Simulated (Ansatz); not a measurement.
## PbSe (Clausthalite): electrostatic potential with RPBE+D4

Crystal: PbSe (Clausthalite).

```
Pb Se
1.0
     0.00000    2.97675    2.97675
     2.97675    0.00000    2.97675
     2.97675    2.97675    0.00000
Pb Se
1 1
Cartesian
  0.0000 0.0000 0.0000
  2.9768 2.9768 2.9768
```

The cell isn't the ideal one: volume scaled by 0.92.

```json
{
  "Program": "Ansatz 0.2.0",
  "Task": "electrostatic potential",
  "Functional": "RPBE",
  "Dispersion": "D4",
  "Potentials or basis": "Ansatz PAW",
  "Cutoff": "420 eV (not typed: the program's choice for these potentials)",
  "k mesh": "8 × 8 × 8",
  "Occupations": "fermi-dirac, width 0.01 eV",
  "Spin": "spin-orbit coupling, no magnetisation"
}
```

* Pressure: 4.7 GPa
* Band gap on the k mesh: 0.46 eV, direct

Levels at points of the mesh, in eV from the valence-band top:
```
             k point  band 28  band 29  band 30  band 31  band 32  band 33
  (0.00, 0.00, 0.00)    -1.79    -1.79    -1.79     3.56     3.56     6.01
 (0.00, 0.00, -0.50)    -1.41     0.00     0.00     0.46     0.46     1.55
(0.00, -0.50, -0.50)    -3.76    -3.25    -3.25     3.77     3.77     5.23
```

It took 13 s on 1 thread of Arm Neoverse V2 (shared host), peak memory 0.49 GiB.

Caveat: the PAW data sets come from PBE, with cores solved anew for the run's functional, which leaves a small shift of forces and pressure. A k mesh can miss the band edges.
